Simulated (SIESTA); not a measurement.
Sb under changes of volume

One of the cells (30.206 Å³/atom); the others are scaled copies at fixed shape and fractional positions:

```
Sb
1.0
     2.15420    1.24373    3.75800
    -2.15420    1.24373    3.75800
     0.00000   -2.48746    3.75800
Sb
2
Direct
  0.76651 0.76651 0.76651
  0.23349 0.23349 0.23349
```

- Program: SIESTA 5.4.2
- Functional: PBE
- Potentials or basis: PseudoDojo 0.4 standard (PBE files)
- Basis: TZP (energy shift 0.01 Ry)
- Grid cutoff: 500 Ry
- Energy shift: 0.01 Ry
- k mesh: 8 × 8 × 8
- Occupations: fermi-dirac, width 0.05 eV
- Spin: no spin polarisation

```csv
volume (Å³/atom),energy over the lowest point (meV/atom),pressure (GPa),largest force (eV/Å)
28.393,76.38,7.9,0.837
28.998,50.07,6.1,0.703
29.602,31.29,4.6,0.580
30.206,16.65,3.2,0.457
30.810,6.93,2.0,0.349
31.414,?,?,?
32.018,0.00,-0.1,0.148
```

**Question.** What does the run at 31.414 Å³/atom give?

**Answer.** Energy over the lowest point 1.54 meV/atom; pressure 0.9 GPa; largest force 0.243 eV/Å.

Worked out: A Birch-Murnaghan fit of order 3 (a polynomial in V^(-2/3)) to the other rows has its minimum at 32.03 Å³/atom, just outside them, with B0 = V·E''(V) = 45 GPa and B' = 5.9 at fixed shape and positions, which overstates the stiffness. It gives 1.71 meV/atom at 31.414 Å³/atom, against the run's 1.54, and -dE/dV = 0.9 GPa, against 0.9.

Energies are extrapolated to zero smearing.

Caveats: semicore shells carry a single zeta, which can move pressures by several GPa and volumes by a few percent; the basis of atomic orbitals isn't converged, which shifts pressures, moduli and gaps.
